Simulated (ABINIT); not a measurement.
# Mo (Im-3m) in ABINIT: further runs

The runs below take Mo through band structure, equation of state, with SOGGA, RPBE+D3, BLYP.

Program: ABINIT 10.8.3 (patched build). These are calculated values, not measurements. Logs are shortened: lines on timing, memory, paths and dates and some standing lists are left out, and cuts for length are marked. The log counts tension as positive stress, the text compression.

### 1 The structure

Symmetry: Im-3m, No. 229, cubic system. Conventional cell: a = 3.168 Å, b = 3.168 Å, c = 3.168 Å, α = 90.00°, β = 90.00°, γ = 90.00°. Mo (site symmetry m-3m) has 8 Mo at 2.74 Å as nearest neighbours.

### 2 Band structure, SOGGA, spin-orbit coupling, no magnetisation

run.abi

```
# Datasets: ground state, then fixed potential
ndtset 2

# Pseudopotentials
pp_dirpath "./"
pseudos "Mo.GGA_PBE-JTH.xml"

# Structure
acell 3*1.0 Angstrom
rprim
    -1.5838089719     1.5838089719     1.5838089719
     1.5838089719    -1.5838089719     1.5838089719
     1.5838089719     1.5838089719    -1.5838089719
ntypat 1
znucl 42
natom 1
typat 1
xred
     0.0000000000     0.0000000000     0.0000000000

# Plane-wave basis
ecut 15.0
pawecutdg 30.0

# Exchange and correlation
ixc -150130

# Bands and occupations
occopt 3
tsmear 0.00183747

# Spin
nspinor 2
nspden 1
pawspnorb 1

# SCF cycle
nstep 100

# Output
iomode 3
prtwf 0
prteig 0
prtebands 0
prtden1 1
prtvha1 1
prtvclmb1 1
prtpot1 1

# Dataset 1
kptopt1 4
ngkpt1 12 12 12
nshiftk1 1
shiftk1 0.0 0.0 0.0
nband1 22
tolvrs1 1.0e-9

# Dataset 2: bands along G-H-N-G-P-H
iscf2 -2
getden2 1
nband2 34
nbdbuf2 8
tolwfr2 1.0e-11
kptopt2 -5
ndivsm2 8
prteig2 1
prtvol2 -3
kptbounds2
     0.0000000000     0.0000000000     0.0000000000
     0.5000000000    -0.5000000000     0.5000000000
     0.0000000000     0.0000000000     0.5000000000
     0.0000000000     0.0000000000     0.0000000000
     0.2500000000     0.2500000000     0.2500000000
     0.5000000000    -0.5000000000     0.5000000000
```

Potentials or basis: JTH PAW PBE v2.0.

On the command line:

```bash
abinit run.abi > log 2>&1
```

run.abo:

```text
.Version 10.8.3 of ABINIT
 DATASET    1 : space group I4 3 2 (#211); Bravais cI (body-center cubic)
================================================================================
 Values of the parameters that define the memory need for DATASET  1.
     intxc =       0    ionmov =       0      iscf =      17    lmnmax =      18
     lnmax =       6     mgfft =      20  mpssoang =       3    mqgrid =    3001
     natom =       1  nloc_mem =       2    nspden =       1   nspinor =       2
    nsppol =       1      nsym =      24    n1xccc =       1    ntypat =       1
    occopt =       3   xclevel =       2
       mpw =         321          nfft =        8000          nkpt =          88
 PAW method is used; the additional fine FFT grid is defined by:
   mgfftf=        27    nfftf =     19683
================================================================================
================================================================================

 DATASET    2 : space group I4 3 2 (#211); Bravais cI (body-center cubic)
================================================================================
 Values of the parameters that define the memory need for DATASET  2.
     intxc =       0    ionmov =       0      iscf =      -2    lmnmax =      18
     lnmax =       6     mgfft =      20  mpssoang =       3    mqgrid =    3001
     natom =       1  nloc_mem =       2    nspden =       1   nspinor =       2
    nsppol =       1      nsym =      24    n1xccc =       1    ntypat =       1
    occopt =       3   xclevel =       2
       mpw =         321          nfft =        8000          nkpt =          48
 PAW method is used; the additional fine FFT grid is defined by:
   mgfftf=        27    nfftf =     19683
================================================================================
================================================================================

--------------------------------------------------------------------------------
------------- Echo of variables that govern the present computation ------------
--------------------------------------------------------------------------------
 -outvars: echo values of preprocessed input variables --------
            acell      1.8897261259E+00  1.8897261259E+00  1.8897261259E+00 Bohr
              amu      9.59400000E+01
             ecut      1.50000000E+01 Hartree
           getden1          0
           getden2          1
             iscf1         17
             iscf2         -2
              ixc     -150130
           jdtset        1    2
           kptopt1          4
           kptopt2         -5
         kptrlatt       12    0    0      0   12    0      0    0   12
          kptrlen1     6.22076133E+01
[... 861 lines left out ...]
- [  2.9929652,  -2.9929652,   2.9929652, ]
- [  2.9929652,   2.9929652,  -2.9929652, ]
lattice_lengths: [   5.18397,    5.18397,    5.18397, ]
lattice_angles: [109.471, 109.471, 109.471, ] # degrees, (23, 13, 12)
lattice_volume:   1.0724202E+02
convergence: {deltae:  0.000E+00, res2:  0.000E+00, residm:  9.993E-12, diffor:  0.000E+00, }
etotal    :  -6.87924848E+01
entropy   :   0.00000000E+00
fermie    :   4.87776046E-01
cartesian_stress_tensor: null
pressure_GPa: null
xred      :
- [  0.0000E+00,   0.0000E+00,   0.0000E+00, Mo]
cartesian_forces: null
force_length_stats: {min: null, max: null, mean: null, }
...

 Integrated electronic density in atomic spheres:
 ------------------------------------------------
 Atom  Sphere_radius  Integrated_density
    1        2.20740         11.27096464

================================================================================

 ----iterations are completed or convergence reached----

 Mean square residual over all n,k,spin=   41.866E-13; max=  99.928E-13
 reduced coordinates (array xred) for    1 atoms
       0.000000000000      0.000000000000      0.000000000000

 cartesian coordinates (angstrom) at end:
    1      0.00000000000000     0.00000000000000     0.00000000000000
 length scales=  1.889726125908  1.889726125908  1.889726125908 bohr
              =  1.000000000000  1.000000000000  1.000000000000 angstroms
 Eigenvalues (hartree) for nkpt=  48  k points:
 kpt#   1, nband= 34, wtk=  1.00000, kpt=  0.0000  0.0000  0.0000 (reduced coord)
  -1.75888   -1.75888   -0.84099   -0.84099   -0.74777   -0.74777   -0.74777   -0.74777
   0.22185    0.22185    0.43967    0.43967    0.43967    0.43967    0.44475    0.44475
   0.54971    0.54971    0.54971    0.54971    1.03665    1.03665    1.03665    1.03665
   1.03665    1.03665    1.44398    1.44398    1.44398    1.44398    1.55641    1.55642
   1.58739    1.58739
 kpt#   2, nband= 34, wtk=  1.00000, kpt=  0.0455 -0.0455  0.0455 (reduced coord)
  -1.75852   -1.75852   -0.84179   -0.84179   -0.74907   -0.74907   -0.74847   -0.74847
   0.22849    0.22849    0.43919    0.43919    0.44091    0.44091    0.44598    0.44598
   0.54093    0.54093    0.55280    0.55280    1.04387    1.04387    1.04778    1.04778
   1.04786    1.04786    1.37500    1.37500    1.45624    1.45624    1.55464    1.55464
   1.57752    1.57752
 kpt#   3, nband= 34, wtk=  1.00000, kpt=  0.0909 -0.0909  0.0909 (reduced coord)
  -1.75747   -1.75747   -0.84411   -0.84411   -0.75270   -0.75270   -0.75053   -0.75053
   0.24750    0.24750    0.43857    0.43857    0.44164    0.44164    0.45340    0.45340
   0.51720    0.51720    0.56157    0.56157    1.06289    1.06289    1.07956    1.07956
   1.07989    1.07989    1.26799    1.26799    1.49286    1.49286    1.52072    1.52072
[... 257 lines left out ...]
   1.22148    1.22148    1.22213    1.22213    1.25457    1.25457    1.39373    1.39373
   1.71055    1.71056
 kpt#  47, nband= 34, wtk=  1.00000, kpt=  0.4750 -0.4250  0.4750 (reduced coord)
  -1.74350   -1.74350   -0.87046   -0.87046   -0.78413   -0.78413   -0.78289   -0.78289
   0.29697    0.29697    0.29707    0.29707    0.60577    0.60577    0.62740    0.62740
   0.63204    0.63204    0.80708    0.80708    0.83187    0.83187    0.83761    0.83761
   1.20766    1.20766    1.23521    1.23521    1.23539    1.23539    1.36956    1.36956
   1.79624    1.79814
 kpt#  48, nband= 34, wtk=  1.00000, kpt=  0.5000 -0.5000  0.5000 (reduced coord)
  -1.74326   -1.74326   -0.87083   -0.87083   -0.78394   -0.78394   -0.78394   -0.78394
   0.29284    0.29284    0.29284    0.29284    0.63250    0.63250    0.63250    0.63250
   0.64010    0.64010    0.79601    0.79601    0.82535    0.82535    0.82535    0.82535
   1.19043    1.19043    1.24067    1.24067    1.24067    1.24067    1.36136    1.36136
   1.83024    1.83994

== END DATASET(S) ==============================================================
================================================================================

 -outvars: echo values of variables after computation  --------
            acell      1.8897261259E+00  1.8897261259E+00  1.8897261259E+00 Bohr
           etotal1    -6.8792484755E+01
            fcart1    -0.0000000000E+00 -0.0000000000E+00 -0.0000000000E+00
            rprim     -1.5838089719E+00  1.5838089719E+00  1.5838089719E+00
                       1.5838089719E+00 -1.5838089719E+00  1.5838089719E+00
                       1.5838089719E+00  1.5838089719E+00 -1.5838089719E+00
           strten1     3.7450022116E-04  3.7450022116E-04  3.7450022116E-04
                       0.0000000000E+00  0.0000000000E+00  0.0000000000E+00
 Calculation completed.
```

It took 41 s on 1 thread of Intel Xeon at 2.70GHz, shared host; peak memory 0.11 GiB.

Results:

```yaml
Free_energy: -1871.9389 eV
Pressure: -11.0 GPa
Band_gap_on_the_k_mesh: none (metal or under the smearing width)
Valence_electrons_inside_the_program's_atomic_spheres: Mo 11.27 (radii [1.1681] Å)
```

Levels at the corners of the path, in eV from the Fermi level:
| point | band 11 | band 12 | band 13 | band 14 | band 15 | band 16 | band 17 | band 18 |
| --- | --- | --- | --- | --- | --- | --- | --- | --- |
| Γ | -1.31 | -1.31 | -1.31 | -1.31 | -1.17 | -1.17 | 1.69 | 1.69 |
| H | -5.30 | -5.30 | 3.94 | 3.94 | 3.94 | 3.94 | 4.14 | 4.14 |
| N | -3.27 | -3.27 | 1.50 | 1.50 | 1.71 | 1.71 | 2.34 | 2.34 |
| Γ | -1.31 | -1.31 | -1.31 | -1.31 | -1.17 | -1.17 | 1.69 | 1.69 |
| P | -2.50 | -2.50 | -2.50 | -2.50 | 2.46 | 2.46 | 2.46 | 2.46 |
| H | -5.30 | -5.30 | 3.94 | 3.94 | 3.94 | 3.94 | 4.14 | 4.14 |

Caveat: the PAW data sets were made with another functional, which shifts forces and pressure a little.

### 3 Equation of state, RPBE+D3

run.py

```python
import json, os
import numpy as np
from ase.eos import EquationOfState
from ase.units import GPa
from ase.calculators.mixing import SumCalculator
from dftd3.ase import DFTD3
from ase.calculators.abinit import Abinit, AbinitProfile
from ase import Atoms

atoms = Atoms(['Mo'],
              cell=[[-1.5838089719, 1.5838089719, 1.5838089719], [1.5838089719, -1.5838089719, 1.5838089719], [1.5838089719, 1.5838089719, -1.5838089719]],
              scaled_positions=[[0.0, 0.0, 0.0]],
              pbc=True)

profile = AbinitProfile(command='abinit', pp_paths=[os.path.abspath('pseudos')])
params = dict(
    pps='pawxml', xc='PBE',
    ecut=408.1708,
    pawecutdg=816.3416,
    kptopt=1,
    ngkpt=[12, 12, 12],
    nshiftk=1,
    shiftk=[0.0, 0.0, 0.0],
    ixc=15,
    nband=11,
    occopt=3,
    tsmear=0.05,
    nstep=100,
    tolvrs=1e-09,
    prtwf=0,
    prtden=0,
)

cell0 = atoms.cell.copy()
volumes, energies = [], []
for i, x in enumerate([0.94, 0.96, 0.98, 1.0, 1.02, 1.04, 1.06]):
    atoms.set_cell(cell0 * x ** (1 / 3), scale_atoms=True)
    atoms.calc = SumCalculator([Abinit(profile=profile, directory=f'v{i}', **params), DFTD3(method='rpbe', damping='d3zero')])
    volumes.append(atoms.get_volume() / len(atoms))
    dft, disp = atoms.calc.mixer.calcs
    energies.append((dft.get_property('free_energy', atoms) + disp.get_property('energy', atoms)) / len(atoms))
    print(f'{x:5.2f} {volumes[-1]:10.5f} A^3/atom {energies[-1]:14.6f} eV/atom', flush=True)
    json.dump(dict(volumes=volumes, energies=energies), open('results.json', 'w'))
v0, e0, b0 = EquationOfState(volumes, energies, eos='sjeos').fit()
print(f'V0 {v0:.4f} A^3/atom  E0 {e0:.6f} eV/atom  B0 {b0 / GPa:.2f} GPa')
```

Potentials or basis: JTH PAW PBE v2.0.

On the command line:

```bash
python run.py
```

The program printed:

```text
0.94   14.93813 A^3/atom   -1871.809004 eV/atom
 0.96   15.25596 A^3/atom   -1871.820469 eV/atom
 0.98   15.57380 A^3/atom   -1871.820443 eV/atom
 1.00   15.89163 A^3/atom   -1871.810446 eV/atom
 1.02   16.20946 A^3/atom   -1871.790659 eV/atom
 1.04   16.52729 A^3/atom   -1871.763197 eV/atom
 1.06   16.84513 A^3/atom   -1871.728553 eV/atom
V0 15.4129 A^3/atom  E0 -1871.821888 eV/atom  B0 266.70 GPa
```

abinit.in:

```text
ecut 408.1708 eV
ixc 15
kptopt 1
natom 1
nband 11
ngkpt
12 12 12
nshiftk 1
nsppol 1
nstep 100
occopt 3
pawecutdg 816.3416 eV
prtden 0
prtwf 0
shiftk
0.0 0.0 0.0
tolvrs 1e-09
tsmear 0.05 eV
#Definition of the unit cell
acell
1.00000000000000 1.00000000000000 1.00000000000000 Angstrom
rprim
-1.61487193601659 1.61487193601659 1.61487193601659
1.61487193601659 -1.61487193601659 1.61487193601659
1.61487193601659 1.61487193601659 -1.61487193601659
chkprim 0 # Allow non-primitive cells
#Definition of the atom types
ntypat 1
znucl 42
#Enumerate different atomic species
typat
 1
pseudos "./pseudos/Mo.GGA_PBE-JTH.xml"
#Definition of the atoms
xcart
0.00000000000000 0.00000000000000 0.00000000000000
chkexit 1 # abinit.exit file in the running directory terminates after the current SCF
```

abinit.abo:

```text
.Version 10.8.3 of ABINIT
 Symmetries : space group Im -3 m (#229); Bravais cI (body-center cubic)
================================================================================
 Values of the parameters that define the memory need of the present run
     intxc =       0    ionmov =       0      iscf =      17    lmnmax =      18
     lnmax =       6     mgfft =      20  mpssoang =       3    mqgrid =    3001
     natom =       1  nloc_mem =       2    nspden =       1   nspinor =       1
    nsppol =       1      nsym =      48    n1xccc =       1    ntypat =       1
    occopt =       3   xclevel =       2
       mpw =         327          nfft =        8000          nkpt =          72
 PAW method is used; the additional fine FFT grid is defined by:
   mgfftf=        30    nfftf =     27000
================================================================================
================================================================================

--------------------------------------------------------------------------------
------------- Echo of variables that govern the present computation ------------
--------------------------------------------------------------------------------
 -outvars: echo values of preprocessed input variables --------
            acell      1.8897261259E+00  1.8897261259E+00  1.8897261259E+00 Bohr
              amu      9.59400000E+01
          chkexit           1
          chkprim           0
             ecut      1.50000002E+01 Hartree
                       outvar_i_n : Printing only first  50 k-points.
              ixc          15
                       outvar_i_n : Printing only first  50 k-points.
         kptrlatt       12    0    0      0   12    0      0    0   12
[... 187 lines left out ...]
comment             : '"Double-counting" decomposition of free energy'
band_energy         : -6.39537620835042E+00
Ewald energy        : -5.84344608117358E+01
psp_core            :  3.41231306218602E+00
xc_dc               : -9.63473671672322E+00
PAW spherical_terms :  2.29136861308774E+00
internal            : -6.87608920615357E+01
'-kT*entropy'       : -1.01967174273627E-04
total_energy_dc     : -6.87609940287100E+01
total_energy_dc_eV  : -1.87108196717282E+03
...

--- !EnergyTermsWithPAWCore
iteration_state     : {dtset: 1, }
comment             : 'Components of total free energy, including PAW core contributions'
Total energy        : -4.04927727626835E+03
Total energy DC     : -4.04927728231310E+03
Total energy (eV)   : -1.10186447981612E+05
Total energy DC (eV): -1.10186448146098E+05
...

 Cartesian components of stress tensor (hartree/bohr^3)
  sigma(1 1)=  3.98337015E-04  sigma(3 2)=  0.00000000E+00
  sigma(2 2)=  3.98337015E-04  sigma(3 1)=  0.00000000E+00
  sigma(3 3)=  3.98337015E-04  sigma(2 1)=  0.00000000E+00

-Cartesian components of stress tensor (GPa)         [Pressure= -1.1719E+01 GPa]
- sigma(1 1)=  1.17194796E+01  sigma(3 2)=  0.00000000E+00
- sigma(2 2)=  1.17194796E+01  sigma(3 1)=  0.00000000E+00
- sigma(3 3)=  1.17194796E+01  sigma(2 1)=  0.00000000E+00

== END DATASET(S) ==============================================================
================================================================================

 -outvars: echo values of variables after computation  --------
            acell      1.8897261259E+00  1.8897261259E+00  1.8897261259E+00 Bohr
           etotal     -6.8760994029E+01
            fcart     -0.0000000000E+00 -0.0000000000E+00 -0.0000000000E+00
            rprim     -1.6148719360E+00  1.6148719360E+00  1.6148719360E+00
                       1.6148719360E+00 -1.6148719360E+00  1.6148719360E+00
                       1.6148719360E+00  1.6148719360E+00 -1.6148719360E+00
           strten      3.9833701549E-04  3.9833701549E-04  3.9833701549E-04
                       0.0000000000E+00  0.0000000000E+00  0.0000000000E+00
 Calculation completed.
```

Run time: 48 s. Hardware: 1 thread of Intel Xeon at 2.70GHz, shared host; peak memory 0.11 GiB.

What came out:

| Item | Value |
| --- | --- |
| Equilibrium volume | 15.41 Å³/atom |
| Bulk modulus | 267 GPa |
| Pressure derivative of the bulk modulus | 4.8 (rough: it moves with the points fitted) |

Energy against volume, from the lowest point:
```csv
volume (Å³/atom),energy (meV/atom)
14.938,11.46
15.256,0.00
15.574,0.03
15.892,10.02
16.209,29.81
16.527,57.27
16.845,91.92
```

Caveat: pressures at fixed basis lie under the slope of the energies; the log and the count of SCF iterations are those of the last ABINIT call alone; the PAW data sets were made with another functional, which shifts forces and pressure a little.

### 4 Band structure, BLYP

run.abi

```
# Datasets: ground state, then fixed potential
ndtset 2

# Pseudopotentials
pp_dirpath "./"
pseudos "Mo.GGA_PBE-JTH.xml"

# Structure
acell 2.7432376088 2.7432376088 2.7432376088 Angstrom
rprim
    -0.5773502692     0.5773502692     0.5773502692
     0.5773502692    -0.5773502692     0.5773502692
     0.5773502692     0.5773502692    -0.5773502692
ntypat 1
znucl 42
natom 1
typat 1
xred
     0.0000000000     0.0000000000     0.0000000000

# Plane-wave basis
ecut 15.0
pawecutdg 30.0

# Exchange and correlation
ixc -106131

# Bands and occupations
occopt 3
tsmear 0.05 eV

# SCF cycle
nstep 100

# Output
iomode 3
prtwf 0
prteig 0
prtebands 0
enunit 1
prtden1 1

# Dataset 1
kptopt1 1
ngkpt1 12 12 12
nshiftk1 1
shiftk1 0.0 0.0 0.0
nband1 11
tolvrs1 1.0e-9

# Dataset 2: bands along G-H-N-G-P-H
iscf2 -2
getden2 1
nband2 17
nbdbuf2 4
tolwfr2 1.0e-11
kptopt2 -5
ndivsm2 6
prteig2 1
kptbounds2
     0.0000000000     0.0000000000     0.0000000000
     0.5000000000    -0.5000000000     0.5000000000
     0.0000000000     0.0000000000     0.5000000000
     0.0000000000     0.0000000000     0.0000000000
     0.2500000000     0.2500000000     0.2500000000
     0.5000000000    -0.5000000000     0.5000000000
```

On the command line:

```bash
abinit run.abi > log 2>&1
```

Run time: 11 s. Hardware: 1 thread of Intel Xeon at 2.70GHz, shared host; peak memory 0.11 GiB.

It converged, with:

* Free energy: -1871.7948 eV
* Pressure: 8.4 GPa
* Band gap on the k mesh: none (metal or under the smearing width)
* Valence electrons inside the program's atomic spheres: Mo 11.34 (radii [1.1681] Å)

Levels at the corners of the path, in eV from the Fermi level:
```tsv
point	band 5	band 6	band 7	band 8	band 9	band 10
Γ	-6.97	-1.35	-1.35	-1.35	1.64	1.64
H	-5.19	-5.19	3.85	3.85	3.85	9.16
N	-5.11	-3.30	1.63	1.82	2.24	4.59
Γ	-6.97	-1.35	-1.35	-1.35	1.64	1.64
P	-2.50	-2.50	-2.50	2.36	2.36	9.43
H	-5.19	-5.19	3.85	3.85	3.85	9.16
```

Caveat: the PAW data sets were made with another functional, which shifts forces and pressure a little.

### 5 The runs side by side

```csv
task,level,spin,dispersion computed by,gap on the mesh (eV),pressure (GPa)
band structure,SOGGA,"SOC, no magnetisation",-,none,-11.0
equation of state,RPBE+D3,off,simple-dftd3 1.7.0,-,-
band structure,BLYP,off,-,none,8.4
```

Alike in all rows: potentials or basis JTH PAW PBE v2.0; cell as given; k mesh 12 × 12 × 12; cutoff (eV) 408; smearing fermi-dirac 0.05 eV.

Caveats: the PAW data sets were made with another functional, which shifts forces and pressure a little; pressures at fixed basis lie under the slope of the energies (some runs).

Absolute energies hang on the potentials; compare differences alone.
